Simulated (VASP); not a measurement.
# Si2W (P6_222) in VASP: notebook

The runs below take Si2W through relaxation of cell and atoms, atomic charges, electron localisation function, with LDA, PBE.

Program: VASP 6.6.1. These are calculated values, not measurements. Logs are shortened: lines on timing, memory, paths and dates and some standing lists are left out, and cuts for length are marked.

## (1) The structure

The structure is hexagonal, space group P6_222 (No. 180). Conventional cell: a = 4.617 Å, b = 4.617 Å, c = 6.653 Å, α = 90.00°, β = 90.00°, γ = 120.00°. Around W (site symmetry 222) lie 10 Si at 2.59 to 2.69 Å. Si (site symmetry 2) is surrounded by 5 Si at 2.57 to 2.69 Å and 5 W at 2.59 to 2.69 Å.

Measurements of this composition are mostly on another form, of space group No. 139.

## (2) Relaxation of cell and atoms, LDA

The input, INCAR:

```
SYSTEM = Si2W
PREC     = Accurate       ! precision mode
ENCUT    = 600            ! plane-wave cutoff, eV
EDIFF    = 1E-7           ! SCF threshold, eV
ISMEAR   = 0              ! smearing method
SIGMA    = 0.02           ! smearing width, eV
LREAL    = .False.        ! projectors in reciprocal space
LASPH    = .True.         ! aspherical terms in the spheres
NELM     = 100            ! most SCF steps
ALGO     = Fast           ! electronic algorithm
ISIF     = 3              ! what is computed and relaxed
LWAVE    = .False.        ! write WAVECAR
LCHARG   = .False.        ! write CHGCAR
IBRION   = 2              ! ionic algorithm
NSW      = 60             ! ionic steps
EDIFFG   = -0.01          ! ionic threshold
KPAR     = 4
```

The input, KPOINTS:

```
Automatic mesh
0
Gamma
  6 6 4
  0 0 0
```

The input, POSCAR:

```
Si2W
1.0
    4.6168523821      0.0000000000      0.0000000000
   -2.3084261911      3.9983114484      0.0000000000
    0.0000000000      0.0000000000      6.6532220000
W Si
3 6
Direct
    0.5000000000      0.0000000000      0.5000000000
    0.5000000000      0.5000000000      0.8333333333
    0.0000000000      0.5000000000      0.1666666667
    0.3272520000      0.1636260000      0.1666666667
    0.8363740000      0.1636260000      0.8333333333
    0.1636260000      0.3272520000      0.5000000000
    0.6727480000      0.8363740000      0.1666666667
    0.1636260000      0.8363740000      0.8333333333
    0.8363740000      0.6727480000      0.5000000000
```

Potentials or basis: VASP PAW LDA potentials, release 64 (W_sv, Si).

The run is started by

```
$ cat potpaw_LDA.64/W_sv/POTCAR potpaw_LDA.64/Si/POTCAR > POTCAR
$ mpirun -np 4 vasp_std > vasp.out
```

OUTCAR:

```text
SYSTEM = Si2W
   PREC = Accurate
   ENCUT = 600
   EDIFF = 1E-7
   ISMEAR = 0
   LREAL = .False.
   LASPH = .True.
   NELM = 100
   ISIF = 3
   IBRION = 2
   NSW = 60
   EDIFFG = -0.01

 ion  position               nearest neighbor table
   1  0.500  0.000  0.500-   5 2.59   8 2.59   7 2.59   4 2.59   6 2.65   9 2.65   9 2.65   6 2.65
                             6 2.69   9 2.69   3 3.20   3 3.20   2 3.20   2 3.20
   2  0.500  0.500  0.833-   6 2.59   9 2.59   7 2.59   4 2.59   8 2.65   5 2.65   8 2.65   5 2.65
                             8 2.69   5 2.69   1 3.20   1 3.20   3 3.20   3 3.20
   3  0.000  0.500  0.167-   6 2.59   9 2.59   8 2.59   5 2.59   4 2.65   7 2.65   7 2.65   4 2.65
                             7 2.69   4 2.69   1 3.20   1 3.20   2 3.20   2 3.20
   4  0.327  0.164  0.167-   6 2.57   8 2.57   1 2.59   2 2.59   7 2.62   3 2.65   3 2.65   3 2.69
                             7 2.69   7 2.69
   5  0.836  0.164  0.833-   6 2.57   7 2.57   1 2.59   3 2.59   8 2.62   2 2.65   2 2.65   2 2.69
                             8 2.69   8 2.69
   6  0.164  0.327  0.500-   5 2.57   4 2.57   2 2.59   3 2.59   9 2.62   1 2.65   1 2.65   1 2.69
                             9 2.69   9 2.69
   7  0.673  0.836  0.167-   9 2.57   5 2.57   1 2.59   2 2.59   4 2.62   3 2.65   3 2.65   3 2.69
                             4 2.69   4 2.69
   8  0.164  0.836  0.833-   9 2.57   4 2.57   1 2.59   3 2.59   5 2.62   2 2.65   2 2.65   2 2.69
                             5 2.69   5 2.69
   9  0.836  0.673  0.500-   8 2.57   7 2.57   2 2.59   3 2.59   6 2.62   1 2.65   1 2.65   1 2.69
                             6 2.69   6 2.69

  LATTYP: Found a hexagonal cell.
 ALAT       =     4.6168523821
 C/A-ratio  =     1.4410731488

  Lattice vectors:

 A1 = (   4.6168523821,   0.0000000000,   0.0000000000)
 A2 = (  -2.3084261911,   3.9983114484,   0.0000000000)
 A3 = (   0.0000000000,   0.0000000000,   6.6532220000)

Analysis of symmetry for initial positions (statically):
=====================================================================
 Subroutine PRICEL returns:
 Original cell was already a primitive cell.

 Routine SETGRP: Setting up the symmetry group for a
 hexagonal supercell.

 Subroutine GETGRP returns: Found 12 space group operations
 (whereof  4 operations were pure point group operations)
 out of a pool of 24 trial point group operations.

The static configuration has the point symmetry D_2 .
 The point group associated with its full space group is D_6 .

Analysis of symmetry for dynamics (positions and initial velocities):
=====================================================================
 Subroutine PRICEL returns:
 Original cell was already a primitive cell.

 Routine SETGRP: Setting up the symmetry group for a
 hexagonal supercell.

 Subroutine GETGRP returns: Found 12 space group operations
 (whereof  4 operations were pure point group operations)
 out of a pool of 24 trial point group operations.

The dynamic configuration has the point symmetry D_2 .
 The point group associated with its full space group is D_6 .

 Subroutine INISYM returns: Found 12 space group operations
 (whereof  4 operations are pure point group operations),
 and found     1 'primitive' translations

----------------------------------------------------------------------------------------

                                     Primitive cell

  volume of cell :     122.8159

  direct lattice vectors                    reciprocal lattice vectors
     4.616852382  0.000000000  0.000000000     0.216597785  0.125052790  0.000000000
    -2.308426191  3.998311448  0.000000000     0.000000000  0.250105579  0.000000000
     0.000000000  0.000000000  6.653222000     0.000000000  0.000000000  0.150303116

  length of vectors
     4.616852382  4.616852382  6.653222000     0.250105579  0.250105579  0.150303116

  position of ions in fractional coordinates (direct lattice)
     0.500000000  0.000000000  0.500000000
     0.500000000  0.500000000  0.833333333
     0.000000000  0.500000000  0.166666667
     0.327252000  0.163626000  0.166666667
     0.836374000  0.163626000  0.833333333
     0.163626000  0.327252000  0.500000000
     0.672748000  0.836374000  0.166666667
     0.163626000  0.836374000  0.833333333
     0.836374000  0.672748000  0.500000000

  ion indices of the primitive-cell ions
   primitive index   ion index
                 1           1
                 2           2
                 3           3
                 4           4
                 5           5
                 6           6
                 7           7
                 8           8
                 9           9

----------------------------------------------------------------------------------------

 KPOINTS: Automatic mesh

Automatic generation of k-mesh.
 Grid dimensions read from file:
 generate k-points for:    6    6    4

 Generating k-lattice:

  Cartesian coordinates                     Fractional coordinates (reciprocal lattice)
     0.036099631  0.020842132  0.000000000     0.166666667  0.000000000  0.000000000
     0.000000000  0.041684263  0.000000000     0.000000000  0.166666667  0.000000000
     0.000000000  0.000000000  0.037575779     0.000000000  0.000000000  0.250000000

  Length of vectors
     0.041684263  0.041684263  0.037575779

  Shift w.r.t. Gamma in fractional coordinates (k-lattice)
     0.000000000  0.000000000  0.000000000

 Subroutine IBZKPT returns following result:
 ===========================================

 Found     21 irreducible k-points:

 Following reciprocal coordinates:
            Coordinates               Weight
  0.000000  0.000000  0.000000      1.000000
  0.166667  0.000000  0.000000      6.000000
  0.333333  0.000000  0.000000      6.000000
  0.500000  0.000000  0.000000      3.000000
  0.166667  0.166667  0.000000      6.000000
  0.333333  0.166667  0.000000     12.000000
[... 13 lines left out ...]
  0.333333  0.166667  0.500000     12.000000
  0.333333  0.333333  0.500000      2.000000
   k-points           NKPTS =     21   k-points in BZ     NKDIM =     21   number of bands    NBANDS=     39
   number of dos      NEDOS =    301   number of ions     NIONS =      9
   total plane-waves  NPLWV =  86400
   dimension x,y,z NGX =    40 NGY =   40 NGZ =   54
   dimension x,y,z NGXF=    80 NGYF=   80 NGZF=  108
   ions per type =               3   6
   NGX,Y,Z   is equivalent  to a cutoff of  14.40, 14.40, 13.49 a.u.
   NGXF,Y,Z  is equivalent  to a cutoff of  28.81, 28.81, 26.99 a.u.
 SYSTEM =  Si2W
   PREC   = accura    normal or accurate (medium, high low for compatibility)
   ISTART =      0    job   : 0-new  1-cont  2-samecut
   ICHARG =      2    charge: 1-file 2-atom 10-const
   ISPIN  =      1    spin polarized calculation?
   LNONCOLLINEAR =      F non collinear calculations
   LSORBIT =      F    spin-orbit coupling
   LASPH  =      T    aspherical Exc in radial PAW
   ENCUT  =  600.0 eV  44.10 Ry    6.64 a.u.   9.22  9.22 13.29*2*pi/ulx,y,z
   NELM   =    100;   NELMIN=  2; NELMDL= -5     # of ELM steps
   EDIFF  = 0.1E-06   stopping-criterion for ELM
   LREAL  =      F    real-space projection
   EDIFFG = -.1E-01   stopping-criterion for IOM
   NSW    =     60    number of steps for IOM
   IBRION =      2    ionic relax: 0-MD 1-quasi-New 2-CG
   NFREE  =      1    steps in history (QN), initial steepest desc. (CG)
   ISIF   =      3    stress and relaxation
   ISYM   =      2    0-nonsym 1-usesym 2-fastsym
   POTIM  = 0.5000    time-step for ionic-motion
   TEBEG  =    0.0;   TEEND  =   0.0 temperature during run
   PSTRESS=    0.0 pullay stress
   NELECT =      66.0000    total number of electrons
   NUPDOWN=      -1.0000    fix difference up-down
   EMIN   =  10.00;   EMAX   =-10.00  energy-range for DOS
   EFERMI =   0.00;   METHOD = LEGACY
   ISMEAR =     0;   SIGMA  =   0.02  broadening in eV -4-tet -1-fermi 0-gaus
   EFERMI_NEDOS =   21; number of points for ismear=-14 and -15
   IALGO  =     68    algorithm
   IMIX   =      4    mixing-type and parameters
     AMIX     =   0.40;   BMIX     =  1.00
     AMIX_MAG =   1.60;   BMIX_MAG =  1.00
  volume/ion in A,a.u.               =      13.65        92.09
  Fermi-wavevector in a.u.,A,eV,Ry     =   1.330979  2.515186 24.102797  1.771506
  Thomas-Fermi vector in A             =   2.460025
   LORBIT       =      0    0 simple, 1 ext, 2 COOP (PROOUT), +10 PAW based schemes
   GGA     = CA    functional components
   LHFCALC =     F    Hartree Fock is set to
   AEXX    =    0.0000 exact exchange contribution
   IVDW    =     0    specifies the selected vdW correction
   LEPSILON=     F    determine dielectric tensor
   LRPA    =     F    only Hartree local field effects (RPA)
 conjugate gradient relaxation of ions
 non-spin polarized calculation
 RMM-DIIS sequential band-by-band and
 Gauss-broadening in eV      SIGMA  =   0.02
  energy-cutoff  :      600.00
  volume of cell :      122.82
 maximum number of plane-waves:      4118
 NGX is ok and might be reduce to    40
   NGX = 19   NGY = 19   NGZ = 27

--------------------------------------- Ionic step        1  -------------------------------------------

 number of electron      66.0000003 magnetization

 Free energy of the ion-electron system (eV)
  ---------------------------------------------------
  ext. energy  EPLUGINS =         0.00000000
  ---------------------------------------------------
  free energy    TOTEN  =       -81.34742318 eV

  energy without entropy =      -81.34698988  energy(sigma->0) =      -81.34720653

------------------------ aborting loop because EDIFF is reached ----------------------------------------

  FORCE on cell =-STRESS in cart. coord.  units (eV):
  Direction    XX          YY          ZZ          XY          YZ          ZX
  --------------------------------------------------------------------------------------
  -------------------------------------------------------------------------------------
  Total       -6.4321332     -6.4321332     -6.7945448      0.0000000      0.0000000     -0.0000000
  in kB      -83.9094724    -83.9094724    -88.6372600      0.0000000      0.0000000     -0.0000000
  external PRESSURE =     -85.4854016 kB  Pullay stress =       0.0000000 kB
[... 286 lines left out ...]
  energy  without entropy=      -81.4752147849  energy(sigma->0) =      -81.47537453

--------------------------------------- Ionic step        8  -------------------------------------------

 number of electron      65.9999998 magnetization

 Free energy of the ion-electron system (eV)
  ---------------------------------------------------
  ext. energy  EPLUGINS =         0.00000000
  ---------------------------------------------------
  free energy    TOTEN  =       -81.47557897 eV

  energy without entropy =      -81.47524173  energy(sigma->0) =      -81.47541035

 E-fermi :  12.8803     XC(G=0): -12.7706

 val. band max:       12.8687215733   @ k =   0.5000   0.0000   0.0000
 cond. band min:      12.8917787927   @ k =   0.5000   0.0000   0.5000
 fundamental gap:      0.0230572194
 Fermi energy:        12.8802501830

 k-point     1 :       0.0000    0.0000    0.0000
  band No.  band energies     occupation
      1     -60.9712      2.00000
      2     -60.9563      2.00000
      3     -60.9563      2.00000
      4     -25.6387      2.00000
      5     -25.6331      2.00000
      6     -25.6331      2.00000
[... 907 lines left out ...]
  FREE ENERGIE OF THE ION-ELECTRON SYSTEM (eV)
  ---------------------------------------------------
  free  energy   TOTEN  =       -81.4755789669 eV

  energy  without entropy=      -81.4752417263  energy(sigma->0) =      -81.47541035

 reached required accuracy - stopping structural energy minimisation
```

It took 7.7 min on 4 MPI ranks of AMD EPYC 7R43 (Zen 3), shared host; peak memory 0.26 GiB.

What came out:

```yaml
Free_energy: -81.4756 eV
Relaxed_volume: 13.13 Å³/atom
Relaxed_cell: a = 4.556 Å, b = 4.556 Å, c = 6.572 Å, α = 90.00°, β = 90.00°, γ = 120.00°
Space_group_after_relaxing_to_0.05_Å: P6_222 (No. 180)
Energy_gained_by_relaxing: 14.2 meV/atom
Ionic_steps: 8
Pressure_after_relaxing: 0.0 GPa
Band_gap_on_the_k_mesh: none (metal or under the smearing width)
```

Step by step:
```csv
step,energy change (eV),largest force (eV/Å),pressure (GPa),volume (Å³)
1,0.0000,0.0510,-8.55,122.82
2,0.3197,0.0731,19.35,110.32
3,-0.1279,0.0122,-0.20,118.29
4,-0.1280,0.0114,-0.02,118.20
5,-0.1280,0.0105,0.17,118.10
6,-0.1280,0.0058,-0.26,118.31
7,-0.1281,0.0077,-0.10,118.23
8,-0.1282,0.0013,0.02,118.17
```

Final structure:
```cif
data_structure
_symmetry_space_group_name_H-M 'P 1'
_symmetry_Int_Tables_number 1
_cell_length_a 4.5565
_cell_length_b 4.5565
_cell_length_c 6.5721
_cell_angle_alpha 90.000
_cell_angle_beta 90.000
_cell_angle_gamma 120.000
_cell_volume 118.17
loop_
_atom_site_label
_atom_site_type_symbol
_atom_site_fract_x
_atom_site_fract_y
_atom_site_fract_z
_atom_site_occupancy
W1 W 0.50000 0.00000 0.50000 1
W2 W 0.50000 0.50000 0.83333 1
W3 W 0.00000 0.50000 0.16667 1
Si1 Si 0.32763 0.16382 0.16667 1
Si2 Si 0.83618 0.16382 0.83333 1
Si3 Si 0.16382 0.32763 0.50000 1
Si4 Si 0.67237 0.83618 0.16667 1
Si5 Si 0.16382 0.83618 0.83333 1
Si6 Si 0.83618 0.67237 0.50000 1
```

Spin-orbit coupling is left out, which matters for the levels of W.

## (3) Atomic charges, PBE

The input, INCAR:

```
ALGO = Normal
EDIFF = 1E-7
ENCUT = 520
GGA = PE
ISIF = 2
ISMEAR = 0
LASPH = T
LCHARG = F
LORBIT = 11
LREAL = F
LWAVE = F
NELM = 80
PREC = Accurate
SIGMA = 0.02
```

The input, KPOINTS:

```
k-points
0
Gamma
  5 5 3
```

POSCAR is that of step 2.

Potentials or basis: VASP PAW PBE potentials, release 64 (W_sv, Si).

The run is started by

```
$ cat potpaw_PBE.64/W_sv/POTCAR potpaw_PBE.64/Si/POTCAR > POTCAR
$ mpirun -np 1 vasp_std > vasp.out
```

Wall time 31 s (1 thread of AMD EPYC 9R45 (Zen 5), shared host); peak memory 0.22 GiB.

Results (log left out):

| Item | Value |
| --- | --- |
| Free energy | -73.8459 eV |
| Pressure | -0.5 GPa |
| Largest force | 0.013 eV/Å |
| Band gap on the k mesh | 0.40 eV, indirect (least direct gap 0.92 eV) |
| Valence electrons inside the program's atomic spheres | W 12.19; Si 1.61 |

Forces in eV/Å, atoms in the order of the input:
```
W    0.000  0.000  0.000
W    0.000  0.000  0.000
W    0.000  0.000  0.000
Si   0.011  0.007  0.000
Si  -0.011  0.007  0.000
Si   0.000  0.013  0.000
Si  -0.011 -0.007  0.000
Si   0.011 -0.007  0.000
Si   0.000 -0.013  0.000
```

Stress tensor (GPa, compression positive):
```
-0.35  0.00  0.00
 0.00 -0.35  0.00
 0.00  0.00 -0.75
```

Levels at points of the mesh, in eV from the valence-band top:
| k point | band 31 | band 32 | band 33 | band 34 | band 35 | band 36 |
| --- | --- | --- | --- | --- | --- | --- |
| (0.00, 0.00, 0.00) | -2.78 | -2.33 | -0.68 | 2.46 | 2.46 | 2.52 |

Caveat: spin-orbit coupling is left out, which moves the levels of the heavy elements; an odd mesh through Γ misses points on the zone boundary, where band edges often lie.

## (4) Electron localisation function, PBE

The input, INCAR:

```
SYSTEM = Si2W
ALGO = Normal
EDIFF = 1E-7
ENCUT = 520
GGA = PE
ISIF = 2
ISMEAR = 0
LASPH = .True.
LCHARG = .True.
LELF = .True.
LREAL = .False.
LWAVE = .False.
NELM = 60
PREC = Accurate
SIGMA = 0.02
```

The input, KPOINTS:

```
k-points
0
Gamma
  5 5 3
  0 0 0
```

POSCAR is that of step 3.

The run is started by

```
$ cat potpaw_PBE.64/W_sv/POTCAR potpaw_PBE.64/Si/POTCAR > POTCAR
$ mpirun -np 1 vasp_std > vasp.out
```

Run time: 32 s. Hardware: 1 thread of AMD EPYC 9R45 (Zen 5), shared host; peak memory 0.21 GiB.

It converged, with:

* Free energy: -73.8459 eV
* Pressure: -0.5 GPa
* Largest force: 0.013 eV/Å
* Band gap on the k mesh: 0.40 eV, indirect (least direct gap 0.92 eV)

Forces in eV/Å, atoms in the order of the input:
```
W    0.000  0.000  0.000
W    0.000  0.000  0.000
W    0.000  0.000  0.000
Si   0.011  0.007  0.000
Si  -0.011  0.007  0.000
Si   0.000  0.013  0.000
Si  -0.011 -0.007  0.000
Si   0.011 -0.007  0.000
Si   0.000 -0.013  0.000
```

Stress tensor (GPa, compression positive):
```
-0.35  0.00  0.00
 0.00 -0.35  0.00
 0.00  0.00 -0.75
```

Levels at points of the mesh, in eV from the valence-band top:
| k point | band 30 | band 31 | band 32 | band 33 | band 34 | band 35 | band 36 | band 37 |
| --- | --- | --- | --- | --- | --- | --- | --- | --- |
| (0.00, 0.00, 0.00) | -3.12 | -2.78 | -2.33 | -0.68 | 2.46 | 2.46 | 2.52 | 2.55 |

Caveat: spin-orbit coupling is left out, which moves the levels of the heavy elements; an odd mesh through Γ misses points on the zone boundary, where band edges often lie.

## (5) The reference run

An earlier run on the cell as given: functional PBEsol; potentials or basis VASP PAW PBE potentials, release 64 (W_sv, Si); cutoff 520 eV; k mesh 7 × 7 × 4; occupations fermi-dirac, width 0.05 eV; no spin polarisation.

- Pressure: -5.3 GPa
- Largest force: 0.033 eV/Å
- Band gap on the k mesh: 0.22 eV, indirect (least direct gap 0.68 eV)

## (6) Summary

```tsv
task	level	potentials or basis	cell	k mesh	cutoff (eV)	smearing	ladder	gap on the mesh (eV)	pressure (GPa)	largest force (eV/Å)
relaxation of cell and atoms	LDA	VASP PAW LDA potentials, release 64 (W_sv, Si)	relaxed	6 × 6 × 4	600	gaussian 0.02 eV	gaps	none	0.0	-
atomic charges	PBE	VASP PAW PBE potentials, release 64 (W_sv, Si)	as given	5 × 5 × 3	520	gaussian 0.02 eV	-	0.40	-0.5	0.01
electron localisation function	PBE	VASP PAW PBE potentials, release 64 (W_sv, Si)	as given	5 × 5 × 3	520	gaussian 0.02 eV	-	0.40	-0.5	0.01
single point	PBEsol	VASP PAW PBE potentials, release 64 (W_sv, Si)	as given	7 × 7 × 4	520	fermi-dirac 0.05 eV	free	0.22	-5.3	0.03
```

Alike in all rows: no spin polarisation.

Caveats: spin-orbit coupling is left out, which moves the levels of the heavy elements (some runs); an odd mesh through Γ misses points on the zone boundary, where band edges often lie (some runs); the PAW data sets were made with another functional, which shifts forces and pressure a little (some runs).

Total energies depend on the potentials used, so only differences within one code and one set of settings carry meaning.
